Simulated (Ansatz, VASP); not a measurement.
**AlN in VASP and in Ansatz**

Contents of POSCAR:

```
AlN
1.0
    3.1066937622      0.0000000000      0.0000000000
   -1.5533468811      2.6904757198      0.0000000000
    0.0000000000      0.0000000000      4.9785915530
Al N
2 2
Direct
    0.3333333333      0.6666666667     -0.0032954729
    0.6666666667      0.3333333333      0.4967045271
    0.3333333333      0.6666666667      0.3782954729
    0.6666666667      0.3333333333      0.8782954729
```

INCAR.step1

```
PREC = Accurate
ENCUT = 520
EDIFF = 1E-5
ISMEAR = 0
SIGMA = 0.01
LREAL = False
LASPH = True
NELM = 80
ALGO = Normal
ISIF = 2
LWAVE = True
LCHARG = False
GGA = PE
NBANDS = 16
```

The input INCAR.step2:

```
PREC = Accurate
ENCUT = 520
EDIFF = 1E-6
ISMEAR = 0
SIGMA = 0.01
LREAL = False
LASPH = True
NELM = 80
ALGO = Normal
ISIF = 2
LWAVE = False
LCHARG = False
GGA = PE
LHFCALC = True
HFSCREEN = 0.2079
PRECFOCK = Normal
ISTART = 1
NBANDS = 16
```

The input KPOINTS:

```
regular mesh
0
Gamma
  6 6 2
```

Input for Ansatz:

```yaml
crystal:
  lattice:
    - [3.1066937622, 0.0, 0.0]
    - [-1.5533468811, 2.6904757198, 0.0]
    - [0.0, 0.0, 4.978591553]
  atoms:
    - { symbol: Al, position: [0.3333333333, 0.6666666667, -0.0032954729] }
    - { symbol: Al, position: [0.6666666667, 0.3333333333, 0.4967045271] }
    - { symbol: "N", position: [0.3333333333, 0.6666666667, 0.3782954729] }
    - { symbol: "N", position: [0.6666666667, 0.3333333333, 0.8782954729] }
kpoints:
  mp_grid: { grid: [6, 6, 2] }
hamiltonian:
  xc: hse06
scf:
  occupations: { method: fixed }
  n_extra_bands: 5
output:
  forces: true
  stress: true
  eigenvalues: true
  write_density: true
  write_potential: true
  elf: true
  volumetric_format: npy
```

The cell was built by a generator and needn't be a form met in nature.

Alike in both runs: task single point; functional HSE06; k mesh 6 × 6 × 2; no spin polarisation.

```csv
,VASP,Ansatz
version,VASP 6.6.1,Ansatz 0.2.0
potentials or method,"VASP PAW PBE potentials, release 64 (Al, N)","plane waves, PAW"
plane-wave cutoff (eV),520,420
occupations,"gaussian, width 0.01 eV",fixed
valence electrons in the cell,16,16
```

Ansatz gave:

| Item | Value |
| --- | --- |
| gap on the k mesh at the Fermi level (eV) | 5.61 |
| pressure (GPa) | -0.7 |
| largest component of the traceless stress (GPa) | 0.16 |
| rms of the force components (eV/Å) | 0.006 |

**Question.** Estimate VASP's values.

**Answer.** gap on the k mesh at the Fermi level (eV): 5.60; pressure (GPa): -0.9; largest component of the traceless stress (GPa): 0.15; rms of the force components (eV/Å): 0.005.

Atom by atom the forces differ by 0.001 eV/Å (rms over components). Ansatz warned: «stress_exchange_threshold_loose».

Caveats: the k mesh is coarse (spacing up to 0.63 Å⁻¹), so the values aren't converged, least of all with exact exchange; the PAW data sets were made with another functional, which shifts forces and pressure a little (VASP).
